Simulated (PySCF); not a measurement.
# Löwdin shares of the frontier orbitals

Species: maleic anhydride, C4H2O3.
Cartesian coordinates in Å at the PBE0-D3(BJ)/def2-TZVP level; atoms count from 1:
```
atom  x, y, z in Å
O1    -2.0964   -1.0276    0.3966
C2    -1.0508   -0.6062    0.0264
C3    -0.6603    0.7803   -0.3281
C4     0.6173    0.7668   -0.6863
C5     1.1076   -0.6292   -0.5788
O6     2.1848   -1.0732   -0.8032
O7     0.0564   -1.4097   -0.1458
H8    -1.3567    1.6039   -0.2762
H9     1.2550    1.5762   -1.0087
```

Method: TDDFT CAM-B3LYP/aug-cc-pVTZ, vertical, gas phase, core orbitals frozen in the response (PySCF). Geometry: PBE0-D3(BJ)/def2-TZVP; no solvent, vibrations or thermal averaging.

Frontier orbitals with the atoms that hold most of them (Löwdin shares over 4%, at most four atoms; ? is withheld):

| orbital | ε (eV) | atoms |
| --- | --- | --- |
| HOMO-3 | -11.60 | O7 42%, O1 11%, O6 11%, C2 9% |
| HOMO-2 | -11.08 | O6 30%, O1 30%, O7 10%, C5 8% |
| HOMO-1 | -10.95 | ? |
| HOMO | ? | O1 32%, O6 32%, O7 9%, C2 8% |
| LUMO | -2.14 | ? |
| LUMO+1 | -0.01 | H9 40%, H8 40%, C4 7%, C3 7% |
| LUMO+2 | 0.55 | H8 32%, H9 32%, C4 11%, C3 11% |

**Question.** Which atoms hold the LUMO, and with what shares?

**Answer.** C3 (bonded to 2 C and H) 20%; C4 (bonded to 2 C and H) 20%; C5 (bonded to C and 2 O) 13%; C2 (bonded to C and 2 O) 13%.

**Question.** Give the leading atoms of the HOMO-1.

**Answer.** C4 (bonded to 2 C and H) 25%; C3 (bonded to 2 C and H) 25%; O1 (bonded to C) 15%; O6 (bonded to C) 15%. By element: carbon 50% or more, oxygen 29% or more.

**Question.** What is the HOMO energy, and the HOMO–LUMO gap?

**Answer.** ε(HOMO) = -10.27 eV; the gap is 8.13 eV (0.2986 hartree).

**Question.** The HOMO–LUMO gap is 8.13 eV. Where does the response calculation put the lowest singlet, and from which orbitals?

**Answer.** S1 is at 4.11 eV (f = 0.0000), 4.02 eV below the gap, made of HOMO→LUMO (95%). Without the coupling terms of the response equations the lowest excitation would equal the gap.

**Question.** One configuration dominates each of S1, S2 and S8. Which, and how do the shares of the two leading atoms of either orbital change from the occupied to the empty one?

**Answer.** 
- S1 (4.11 eV, f 0.0000), HOMO→LUMO (95%): O1 32% → at most 13%, O6 32% → at most 13%, C3 at most 9% → 20%, C4 at most 9% → 20%
- S2 (4.80 eV, f 0.0000), HOMO-2→LUMO (92%): O6 30% → at most 13%, O1 30% → at most 13%, C3 at most 9% → 20%, C4 at most 9% → 20%
- S8 (7.90 eV, f 0.041), HOMO→LUMO+1 (72%): O1 32% → at most 7%, O6 32% → at most 7%, H9 at most 9% → 40%, H8 at most 9% → 40%
